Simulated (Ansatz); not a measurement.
# ZrC: energy from the work of forces and stress

```yaml
crystal:
  lattice:
    - [0.00000, 2.35021, 2.35021]
    - [2.35021, 0.00000, 2.35021]
    - [2.35021, 2.35021, 0.00000]
  atoms:
    - { symbol: Zr, position: [0.50000, 0.50000, 0.50000] }
    - { symbol: C, position: [0.00000, 0.00000, 0.00000] }
```

These are results of DFT PBE, scalar-relativistic, plane waves, PAW in Ansatz, not measurements.

Plane waves to 420 eV, a k mesh through Γ of 16×16×16 on the computed 2-atom cell and Gaussian smearing (0.10 eV); no spin polarisation.

At the start the stress (GPa, compression positive, xx yy zz yz xz xy) is 1.17 1.17 1.17 0.00 0.00 0.00 and all forces are under 0.005 eV/Å. Each variant moves atoms by u and then strains the cell by ε, so an atom ends at (r + u)(1 + ε); shears are tensor components, each standing twice in ε. The starting volume is 25.96 Å³.

Variant 1: strain (xx yy zz yz xz xy, %) -1.17 -1.17 -1.17 0.00 0.00 0.00. There the stress is 9.80 9.80 9.80 0.00 0.00 0.00 GPa.

Variant 2: strain (xx yy zz yz xz xy, %) -3.37 -3.37 -3.37 0.00 0.00 0.00. There the stress is 29.90 29.90 29.90 0.00 0.00 0.00 GPa.

Variant 3: strain (xx yy zz yz xz xy, %) 3.05 3.05 3.05 0.00 0.00 0.00. There the stress is -15.85 -15.85 -15.85 0.00 0.00 0.00 GPa.

Variant 4: strain (xx yy zz yz xz xy, %) -3.13 -3.13 -3.13 0.00 0.00 0.00. There the stress is 27.37 27.37 27.37 0.00 0.00 0.00 GPa.

Q: Estimate each change of free energy from forces and stresses by the trapezoid rule along the path (r + tu)(1 + tε), t from 0 to 1, and compare with the computed change.

A: The derivative of the energy along the path is −F·u(1 + tε) for the atoms and −V σ(1 + tε)⁻¹ : ε for the cell, with F, σ and V taken at t (σ positive in compression; 1 eV/Å³ = 160.2 GPa). Averaging t = 0 and t = 1 gives, in meV per atom:
| variant | work on atoms | work on cell | sum | computed |
| --- | --- | --- | --- | --- |
| 1 | 0.0 | 15.3 | 15.3 | 15.1 |
| 2 | 0.0 | 119.3 | 119.3 | 113.8 |
| 3 | 0.0 | 58.0 | 58.0 | 61.2 |
| 4 | 0.0 | 102.1 | 102.1 | 97.7 |

The rule is exact for a quadratic energy surface and overshoots a term ct³ by c/2, so the difference between the last two columns measures the net anharmonic part along the path (terms of opposite sign can cancel, and the finite basis adds a little): 1 to 5 % here.